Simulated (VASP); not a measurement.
# Ir in VASP: work function with PBE

Aim: the work function of Ir with PBE.

Everything below comes from runs of VASP 6.6.1. Logs are shortened: lines on timing, memory, paths and dates and some standing lists are left out, and cuts for length are marked.

## (1) The structure

The cell holds a slab with vacuum, 3 atoms: a = 2.719 Å, b = 2.719 Å, c = 25.752 Å, α = 90.00°, β = 90.00°, γ = 120.00°.

The cell was built by a generator and needn't be a form met in nature.

## (2) Work function, PBE

Contents of INCAR:

```
SYSTEM = Ir
ALGO = Normal
DIPOL = 0.5 0.5 0.500
EDIFF = 1E-6
ENCUT = 520
GGA = PE
IDIPOL = 3
ISIF = 2
ISMEAR = 1
KPAR = 2
LASPH = .TRUE.
LCHARG = .TRUE.
LDIPOL = .TRUE.
LREAL = .FALSE.
LVACPOTAV = .TRUE.
LVHAR = .TRUE.
LWAVE = .FALSE.
NELM = 100
PREC = Accurate
SIGMA = 0.1
```

Contents of KPOINTS:

```
k-points
0
G
  14 14 1
  0 0 0
```

Contents of POSCAR:

```
Ir                                      
1.0
    2.7193470000      0.0000000000      0.0000000000
   -1.3596735000      2.3550235400      0.0000000000
    0.0000000000      0.0000000000     25.7524302000
  Ir            
     3
Direct
     0.6666669999999968    0.3333330000000032    0.4150877934258955
     0.3333340000000007    0.6666659999999993    0.5000019599999987
     0.0000000000000000    0.0000000000000000    0.5849122065741044
```

Potentials or basis: VASP PAW PBE potentials, release 64 (Ir).

Started as:

```console
cat potpaw_PBE.64/Ir/POTCAR > POTCAR
mpirun -np 2 vasp_std > vasp.out
```

OUTCAR:

```text
SYSTEM = Ir
   EDIFF = 1E-6
   ENCUT = 520
   GGA = PE
   ISIF = 2
   ISMEAR = 1
   LASPH = .TRUE.
   LREAL = .FALSE.
   NELM = 100
   PREC = Accurate

 ion  position               nearest neighbor table
   1  0.667  0.333  0.415-   2 2.69   2 2.69   2 2.69
   2  0.333  0.667  0.500-   3 2.69   3 2.69   3 2.69   1 2.69   1 2.69   1 2.69
   3  0.000  0.000  0.585-   2 2.69   2 2.69   2 2.69

  LATTYP: Found a hexagonal cell.
 ALAT       =     2.7193470000
 C/A-ratio  =     9.4700787358

  Lattice vectors:

 A1 = (   2.7193470000,   0.0000000000,   0.0000000000)
 A2 = (  -1.3596735000,   2.3550235400,   0.0000000000)
 A3 = (   0.0000000000,   0.0000000000,  25.7524302000)

Analysis of symmetry for initial positions (statically):
=====================================================================
 Subroutine PRICEL returns:
 Original cell was already a primitive cell.

 Routine SETGRP: Setting up the symmetry group for a
 hexagonal supercell.

 Subroutine GETGRP returns: Found 12 space group operations
 (whereof  6 operations were pure point group operations)
 out of a pool of 24 trial point group operations.

The static configuration has the point symmetry C_3v.
 The point group associated with its full space group is D_3d.

Analysis of symmetry for dynamics (positions and initial velocities):
=====================================================================
 Subroutine PRICEL returns:
 Original cell was already a primitive cell.

 Routine SETGRP: Setting up the symmetry group for a
 hexagonal supercell.

 Subroutine GETGRP returns: Found 12 space group operations
 (whereof  6 operations were pure point group operations)
 out of a pool of 24 trial point group operations.

The dynamic configuration has the point symmetry C_3v.
 The point group associated with its full space group is D_3d.

 Subroutine INISYM returns: Found 12 space group operations
 (whereof  6 operations are pure point group operations),
 and found     1 'primitive' translations

----------------------------------------------------------------------------------------

                                     Primitive cell

  volume of cell :     164.9218

  direct lattice vectors                    reciprocal lattice vectors
     2.719347000  0.000000000  0.000000000     0.367735342  0.212312103  0.000000000
    -1.359673500  2.355023540  0.000000000     0.000000000  0.424624206  0.000000000
     0.000000000  0.000000000 25.752430200     0.000000000  0.000000000  0.038831287

  length of vectors
     2.719347000  2.719346962 25.752430200     0.424624200  0.424624206  0.038831287

  position of ions in fractional coordinates (direct lattice)
     0.666667000  0.333333000  0.415087793
     0.333334000  0.666666000  0.500001960
     0.000000000  0.000000000  0.584912207

  ion indices of the primitive-cell ions
   primitive index   ion index
                 1           1
                 2           2
                 3           3

----------------------------------------------------------------------------------------

 KPOINTS: k-points

Automatic generation of k-mesh.
 Grid dimensions read from file:
 generate k-points for:   14   14    1

 Generating k-lattice:

  Cartesian coordinates                     Fractional coordinates (reciprocal lattice)
     0.026266810  0.015165150  0.000000000     0.071428571  0.000000000  0.000000000
     0.000000000  0.030330300  0.000000000     0.000000000  0.071428571  0.000000000
     0.000000000  0.000000000  0.038831287     0.000000000  0.000000000  1.000000000

  Length of vectors
     0.030330300  0.030330300  0.038831287

  Shift w.r.t. Gamma in fractional coordinates (k-lattice)
     0.000000000  0.000000000  0.000000000

 Subroutine IBZKPT returns following result:
 ===========================================

 Found     24 irreducible k-points:

 Following reciprocal coordinates:
            Coordinates               Weight
  0.000000  0.000000  0.000000      1.000000
  0.071429  0.000000  0.000000      6.000000
  0.142857  0.000000  0.000000      6.000000
  0.214286  0.000000  0.000000      6.000000
  0.285714 -0.000000  0.000000      6.000000
  0.357143 -0.000000  0.000000      6.000000
[... 16 lines left out ...]
  0.285714  0.285714  0.000000      6.000000
  0.357143  0.285714  0.000000      6.000000
   k-points           NKPTS =     24   k-points in BZ     NKDIM =     24   number of bands    NBANDS=     17
   number of dos      NEDOS =    301   number of ions     NIONS =      3
   total plane-waves  NPLWV =  76800
   dimension x,y,z NGX =    20 NGY =   20 NGZ =  192
   dimension x,y,z NGXF=    40 NGYF=   40 NGZF=  384
   ions per type =               3
   NGX,Y,Z   is equivalent  to a cutoff of  12.23, 12.23, 12.39 a.u.
   NGXF,Y,Z  is equivalent  to a cutoff of  24.45, 24.45, 24.79 a.u.
 SYSTEM =  Ir
   PREC   = accura    normal or accurate (medium, high low for compatibility)
   ISTART =      0    job   : 0-new  1-cont  2-samecut
   ICHARG =      2    charge: 1-file 2-atom 10-const
   ISPIN  =      1    spin polarized calculation?
   LNONCOLLINEAR =      F non collinear calculations
   LSORBIT =      F    spin-orbit coupling
   LASPH  =      T    aspherical Exc in radial PAW
   ENCUT  =  520.0 eV  38.22 Ry    6.18 a.u.   5.06  5.06 47.88*2*pi/ulx,y,z
   NELM   =    100;   NELMIN=  2; NELMDL= -5     # of ELM steps
   EDIFF  = 0.1E-05   stopping-criterion for ELM
   LREAL  =      F    real-space projection
   EDIFFG = 0.1E-04   stopping-criterion for IOM
   NSW    =      0    number of steps for IOM
   IBRION =     -1    ionic relax: 0-MD 1-quasi-New 2-CG
   NFREE  =      0    steps in history (QN), initial steepest desc. (CG)
   ISIF   =      2    stress and relaxation
   ISYM   =      2    0-nonsym 1-usesym 2-fastsym
   POTIM  = 0.5000    time-step for ionic-motion
   TEBEG  =    0.0;   TEEND  =   0.0 temperature during run
   PSTRESS=    0.0 pullay stress
   NELECT =      27.0000    total number of electrons
   NUPDOWN=      -1.0000    fix difference up-down
   EMIN   =  10.00;   EMAX   =-10.00  energy-range for DOS
   EFERMI =   0.00;   METHOD = LEGACY
   ISMEAR =     1;   SIGMA  =   0.10  broadening in eV -4-tet -1-fermi 0-gaus
   EFERMI_NEDOS =   21; number of points for ismear=-14 and -15
   IALGO  =     38    algorithm
   IMIX   =      4    mixing-type and parameters
     AMIX     =   0.40;   BMIX     =  1.00
     AMIX_MAG =   1.60;   BMIX_MAG =  1.00
  volume/ion in A,a.u.               =      54.97       370.98
  Fermi-wavevector in a.u.,A,eV,Ry     =   0.895578  1.692397 10.912687  0.802060
  Thomas-Fermi vector in A             =   2.017928
   LORBIT       =      0    0 simple, 1 ext, 2 COOP (PROOUT), +10 PAW based schemes
   GGA     = PE    functional components
   LHFCALC =     F    Hartree Fock is set to
   AEXX    =    0.0000 exact exchange contribution
   IVDW    =     0    specifies the selected vdW correction
   LEPSILON=     F    determine dielectric tensor
   LRPA    =     F    only Hartree local field effects (RPA)
 non-spin polarized calculation
 Methfessel and Paxton  Order N= 1 SIGMA  =   0.10
  energy-cutoff  :      520.00
  volume of cell :      164.92
 maximum number of plane-waves:      4477
   NGX = 11   NGY = 11   NGZ = 95

 number of electron      27.0000000 magnetization

 dipolmoment           0.000000      0.000000     -0.000323 electrons x Angstroem

 Free energy of the ion-electron system (eV)
  ---------------------------------------------------
  ext. energy  EPLUGINS =         0.00000000
  ---------------------------------------------------
  free energy    TOTEN  =       -24.72571146 eV

  energy without entropy =      -24.72736780  energy(sigma->0) =      -24.72626358

 E-fermi :  -1.3551     XC(G=0):  -4.3946

 val. band max:       -1.3633664126   @ k =   0.4286   0.1429   0.0000
 cond. band min:      -1.3533892421   @ k =   0.4286   0.0000   0.0000
 fundamental gap:      0.0099771705
 Fermi energy:        -1.3551316815

 k-point     1 :       0.0000    0.0000    0.0000
  band No.  band energies     occupation
      1     -11.4754      2.00000
      2      -9.4300      2.00000
      3      -9.0643      2.00000
      4      -5.0993      2.00000
      5      -5.0639      2.00000
      6      -5.0639      2.00000
[... 9 lines left out ...]
     16      -1.6705      2.00008
     17      -1.0222     -0.00003

 k-point     2 :       0.0714    0.0000    0.0000
  band No.  band energies     occupation
      1     -11.2793      2.00000
      2      -9.2308      2.00000
      3      -8.8710      2.00000
      4      -5.3498      2.00000
      5      -5.1180      2.00000
      6      -5.0314      2.00000
[... 9 lines left out ...]
     16      -1.6532      2.00021
     17      -1.1323     -0.00714

 k-point     3 :       0.1429    0.0000    0.0000
  band No.  band energies     occupation
      1     -10.7263      2.00000
      2      -8.6956      2.00000
      3      -8.3463      2.00000
      4      -5.8566      2.00000
      5      -5.4913      2.00000
      6      -5.1570      2.00000
[... 9 lines left out ...]
     16      -1.6532      2.00021
     17      -0.5753     -0.00000

 k-point     4 :       0.2143    0.0000    0.0000
  band No.  band energies     occupation
      1      -9.9420      2.00000
      2      -8.1144      2.00000
      3      -7.7115      2.00000
      4      -6.3396      2.00000
      5      -5.9597      2.00000
      6      -5.0907      2.00000
[... 9 lines left out ...]
     16      -1.6686      2.00009
     17      -0.5497     -0.00000
[... 343 lines left out ...]
      1      -7.7375      2.00000
      2      -7.5710      2.00000
      3      -7.1394      2.00000
      4      -6.5088      2.00000
      5      -6.0160      2.00000
      6      -5.5762      2.00000
[... 9 lines left out ...]
     16       3.0431      0.00000
     17       4.0238      0.00000

 k-point    23 :       0.2857    0.2857    0.0000
  band No.  band energies     occupation
      1      -7.4875      2.00000
      2      -7.3306      2.00000
      3      -6.7527      2.00000
      4      -6.6170      2.00000
      5      -6.0891      2.00000
      6      -5.3712      2.00000
[... 9 lines left out ...]
     16       3.0742      0.00000
     17       4.2648      0.00000

 k-point    24 :       0.3571    0.2857    0.0000
  band No.  band energies     occupation
      1      -7.3754      2.00000
      2      -7.1759      2.00000
      3      -6.8638      2.00000
      4      -6.6246      2.00000
      5      -6.0470      2.00000
      6      -5.2181      2.00000
[... 9 lines left out ...]
     16       4.2565      0.00000
     17       4.2854      0.00000

------------------------ aborting loop because EDIFF is reached ----------------------------------------

  FORCE on cell =-STRESS in cart. coord.  units (eV):
  Direction    XX          YY          ZZ          XY          YZ          ZX
  --------------------------------------------------------------------------------------
  -------------------------------------------------------------------------------------
  Total       -1.9794254     -1.9794253     -0.0687650      0.0000000     -0.0000000      0.0000000
  in kB      -19.2296608    -19.2296601     -0.6680363      0.0000000     -0.0000000      0.0000000
  external PRESSURE =     -13.0424524 kB  Pullay stress =       0.0000000 kB

 VOLUME and BASIS-vectors are now :
 -----------------------------------------------------------------------------
  energy-cutoff  :      520.00
  volume of cell :      164.92
      direct lattice vectors                 reciprocal lattice vectors
     2.719347000  0.000000000  0.000000000     0.367735342  0.212312103  0.000000000
    -1.359673500  2.355023540  0.000000000     0.000000000  0.424624206  0.000000000
     0.000000000  0.000000000 25.752430200     0.000000000  0.000000000  0.038831287

 POSITION                                       TOTAL-FORCE (eV/Angst)
 -----------------------------------------------------------------------------------
      1.35967      0.78501     10.68952        -0.000000      0.000000      0.009729
      0.00000      1.57001     12.87627        -0.000000      0.000000      0.000000
      0.00000      0.00000     15.06291         0.000000     -0.000000     -0.009729
 -----------------------------------------------------------------------------------
    total drift:                               -0.000249      0.000144     -0.039628

  FREE ENERGIE OF THE ION-ELECTRON SYSTEM (eV)
  ---------------------------------------------------
  free  energy   TOTEN  =       -24.7257114646 eV

  energy  without entropy=      -24.7273677990  energy(sigma->0) =      -24.72626358

 vacuum level on the upper side and lower side of the slab         4.034         4.043
```

Run time: 51 s. Hardware: 2 MPI ranks of Intel Xeon Platinum 8488C (Sapphire Rapids), shared host; peak memory 0.27 GiB.

Results:

* Free energy: -24.7257 eV
* Largest force: 0.010 eV/Å
* Band gap on the k mesh: none (metal or under the smearing width)
* Work function of the upper face: 5.39 eV
* Work function of the lower face: 5.40 eV

Forces in eV/Å, atoms in the order of the input:
```
Ir   0.000  0.000  0.010
Ir   0.000  0.000  0.000
Ir   0.000  0.000 -0.010
```

Levels at points of the mesh, in eV from the Fermi level:
```
           k point  band 10  band 11  band 12  band 13  band 14  band 15  band 16  band 17
(0.00, 0.00, 0.00)    -2.87    -2.87    -1.13    -1.06    -1.06    -0.32    -0.32     0.33
(0.50, 0.00, 0.00)    -1.14     0.37     0.54     1.03     1.03     1.53     1.61     3.24
```

The run has no spin-orbit coupling, so splittings on Ir are missing.
